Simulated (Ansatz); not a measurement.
This script drives Ansatz's Python interface.

Contents of `mgo.vasp`:
```text
MgO
1.0
   2.93802090    0.00000000    0.00000000
  -1.46901045    2.54440074    0.00000000
   0.00000000    0.00000000    2.67968000
Mg O
1 1
Direct
   0.00000000    0.00000000    0.00000000
   0.33333333    0.66666667    0.50000000
```

The script, `mgo_gw.py`:
```python
"""One-shot GW for MgO."""

import ansatz
from ase.io import read

FUNCTIONAL = "pbesol"
KMESH = (6, 6, 4)
FILLING = "fixed"

atoms = read("mgo.vasp", format="vasp")
structure = ansatz.Crystal.from_ase(atoms)

model = (
    structure.calculation()
    .functional(FUNCTIONAL)
    .kpoints(*KMESH)
    .occupations(FILLING)
    .gw(empty_bands=60, screening_cutoff=100, quasiparticle_bands=("v1", "c1"))
)
events = []
result = model.session().plan().execute(on_event=events.append, runs_dir="gw_run")
gw = next(e["data"] for e in events if e["event"] == "gw_qp")
top = gw["frontier_bands"]["highest_filled_band"]
for qp in gw["qp"]:
    if qp["ik"] == 0:
        print("band", qp["band"], "shift", round(qp["e_qp_ev"] - qp["eps_ks_ev"], 3), "eV, Z =", round(qp["z"], 3))
for key, label in (("eps_ks_ev", "Kohn-Sham"), ("e_qp_ev", "G0W0")):
    filled = max(qp[key] for qp in gw["qp"] if qp["band"] <= top)
    empty = min(qp[key] for qp in gw["qp"] if qp["band"] > top)
    print(f"{label} gap on the mesh: {empty - filled:.3f} eV")
print("static dielectric eigenvalues (RPA, this mesh):", [round(e, 3) for e in gw["screening"][0]["eps_tensor_eigenvalues"]])
```

It is started by `python mgo_gw.py`. Estimate its wall time and peak memory on 1 thread of Arm Neoverse V1 (shared host).

It took about 16 s, with a peak of 0.4 GiB, for 1 run of the engine.

```console
$ python mgo_gw.py
DeckWarning: basis.ecutwfc = 420 eV, auto-derived from the records' recommended cutoffs: set by Mg (normal level)
band 8 shift -1.086 eV, Z = 0.795
band 9 shift 0.869 eV, Z = 0.848
Kohn-Sham gap on the mesh: 2.912 eV
G0W0 gap on the mesh: 4.791 eV
static dielectric eigenvalues (RPA, this mesh): [3.433, 3.433, 3.982]
```
(Warnings from the package without file and line.)

This cell is a computed structure, which may not be the phase found in nature. Mesh, empty bands and screening cutoff are small, so the quasiparticle gap isn't converged, and it is read on the mesh points alone. Spin-orbit coupling is left out, which matters for heavy elements.
